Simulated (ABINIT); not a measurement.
Wanted: the native input for an ABINIT 10.8.3 (patched build) run.

- Task: equation of state
- Functional: PBE
- Potentials or basis: JTH PAW PBE v2.0
- Cutoff: 544 eV
- k mesh: 10 × 10 × 8
- Occupations: fermi-dirac, width 0.05 eV
- Spin: no spin polarisation
- Fine-grid cutoff: 1088.46 eV
- Exchange and correlation inside the PAW spheres: full angular mesh (pawxcdev 0, this build's default; the released program takes 1)

Crystal: MoP.

```
Mo P
1.0
     3.22300    0.00000    0.00000
    -1.61150    2.79120    0.00000
     0.00000    0.00000    3.19100
Mo P
1 1
Cartesian
  0.0000 0.0000 0.0000
  0.0000 1.8608 1.5955
```

The input as run:

run.abi

```
ndtset 7
getwfk -1
scalecart1 3*0.9795861087
scalecart2 3*0.9864848297
scalecart3 3*0.9932883884
scalecart4 3*1.0000000000
scalecart5 3*1.0066227096
scalecart6 3*1.0131594038
scalecart7 3*1.0196128224

pp_dirpath "./"
pseudos "Mo.GGA_PBE-JTH.xml, P.GGA_PBE-JTH.xml"

acell 6.0905872997 6.0905872997 6.0301160637
rprim
     1.0000000000     0.0000000000     0.0000000000
    -0.5000000000     0.8660254038     0.0000000000
     0.0000000000     0.0000000000     1.0000000000
ntypat 2
znucl 42 15
natom 2
typat 1 2
xred
     0.0000000000     0.0000000000     0.0000000000
     0.3333333333     0.6666666667     0.5000000000

ecut 20.0
pawecutdg 40.0

kptopt 1
ngkpt 10 10 8
nshiftk 1
shiftk 0.0 0.0 0.0

ixc 11

nband 14
occopt 3
tsmear 0.05 eV

nstep 100
tolvrs 1.0e-9

iomode 3
prtwf 1
prtden 0
prteig 0
prtebands 0
enunit 1
```

Potentials or basis: JTH PAW PBE v2.0.

Run with:

```bash
$ abinit run.abi > log 2>&1
```

Results of the run:

```yaml
Equilibrium_volume: 14.54 Å³/atom
Bulk_modulus_at_fixed_shape_and_positions: 224 GPa
Pressure_derivative_of_the_bulk_modulus: 4.4
```

Caveat: pressures at fixed basis lie under the slope of the energies; the cell was scaled at fixed shape and fractional positions, which overstates the stiffness of a crystal with free parameters, most of all of layers and chains.

Run time: 2.5 min on 1 thread of Arm Neoverse V1 (shared host), peak memory 0.15 GiB.
